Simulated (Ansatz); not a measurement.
System: rutile GeO₂. Method: PBEsol in Ansatz (plane waves, PAW).

A relaxed, unreconstructed slab of the (100) face has 18 atoms, two equal faces of 12.771 Å² each and an energy of -32250.1977 eV. A bulk cell of 6 atoms with the same orientation and in-plane k mesh has -10750.6272 eV. Energies are extrapolated to zero smearing.

Numerical settings: plane-wave cutoff 500 eV, 6×10×1 k mesh (along the axes of the cell as run), gaussian smearing 0.02 eV, scalar-relativistic PAW data made under PBE.

Worked out: γ = (E_slab − N E_bulk per atom)/2A = [-32250.1977 − 18 × (-10750.6272/6)]/(2 × 12.771) = 0.0659 eV/Å². With 16.022 J/m² per eV/Å² this is 1.06 J/m², or 0.84 eV per surface cell and face.

Ansatz is an electronic-structure program.
